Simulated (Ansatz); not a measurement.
# CdS: the cost of one run

Computed with Ansatz 0.2.0 (DFT PBE, scalar-relativistic, plane waves, PAW, unless a step's input says otherwise).

1 further run of the same task is left out (set aside as unsound or not needed).

### Step 1. The starting structure

Symmetry: P6_3mc, No. 186, hexagonal system. Conventional cell: a = 4.198 Å, b = 4.198 Å, c = 6.822 Å, α = 90.00°, β = 90.00°, γ = 120.00°. Around Cd (site symmetry 3m) lie 4 S at 2.57 Å. Around S (site symmetry 3m) lie 4 Cd at 2.57 Å.

Structure file:

```cif
data_structure
_symmetry_space_group_name_H-M 'P6_3mc'
_symmetry_Int_Tables_number 186
_cell_length_a 4.1984
_cell_length_b 4.1984
_cell_length_c 6.8225
_cell_angle_alpha 90.000
_cell_angle_beta 90.000
_cell_angle_gamma 120.000
_cell_volume 104.15
loop_
_atom_site_label
_atom_site_type_symbol
_atom_site_symmetry_multiplicity
_atom_site_Wyckoff_symbol
_atom_site_fract_x
_atom_site_fract_y
_atom_site_fract_z
_atom_site_occupancy
Cd1 Cd 2 b 0.66667 0.33333 0.18833 1
S1 S 2 b 0.66667 0.33333 0.81152 1
```

It is the end of an earlier relaxation with the same method, from a generated guess; it is a trial structure. At a tolerance of 0.02 Å it has space group P6_3mc (No. 186); it has 26.04 Å³/atom, an uncorrected energy of -0.66 eV/atom over the elements.

### Step 2. Static run: bands, density of states and charges

File input.yaml:

```yaml
crystal:
  lattice:
    - [4.19844695, 0.0, 0.0]
    - [-2.099223475, 3.6359617151, 0.0]
    - [0.0, 0.0, 6.8224794735]
  atoms:
    - { symbol: Cd, position: [0.6666666667, 0.3333333333, 0.1883309463] }
    - { symbol: Cd, position: [0.3333333333, 0.6666666667, 0.6883309463] }
    - { symbol: S, position: [0.6666666667, 0.3333333333, 0.8115210146] }
    - { symbol: S, position: [0.3333333333, 0.6666666667, 0.3115210146] }
basis:
  ecutwfc: 420
kpoints:
  mp_grid: { grid: [6, 6, 4] }
  band_path:
    path:
      - [[0.0, 0.0, 0.0], [0.5, 0.0, 0.0], [0.33333333, 0.33333333, 0.0], [0.0, 0.0, 0.0], [0.0, 0.0, 0.5], [0.5, 0.0, 0.5], [0.33333333, 0.33333333, 0.5], [0.0, 0.0, 0.5]]
      - [[0.5, 0.0, 0.5], [0.5, 0.0, 0.0]]
      - [[0.33333333, 0.33333333, 0.5], [0.33333333, 0.33333333, 0.0]]
    npoints: 14
hamiltonian:
  xc: pbe
scf:
  occupations: { method: gaussian, width: 0.02 }
  n_extra_bands: 10
output:
  forces: true
  stress: true
  eigenvalues: true
  populations: true
  dos: { projected: true, de: 0.02, nscf_kmesh: { grid: [9, 9, 6] } }
  bader: true
  write_density: true
  write_potential: true
  elf: true
  volumetric_format: npy
```

On the command line:

```sh
$ ansatz run input.yaml --threads 1 --pin off --max-ram 2560MiB --backend cpu --events-out ev --progress --plain --runs-dir out
```

**Question.** How long does this run take on 1 thread of Arm Neoverse V2, shared host, and how much memory does it need?

About 63 s, with a peak of 0.49 GiB.
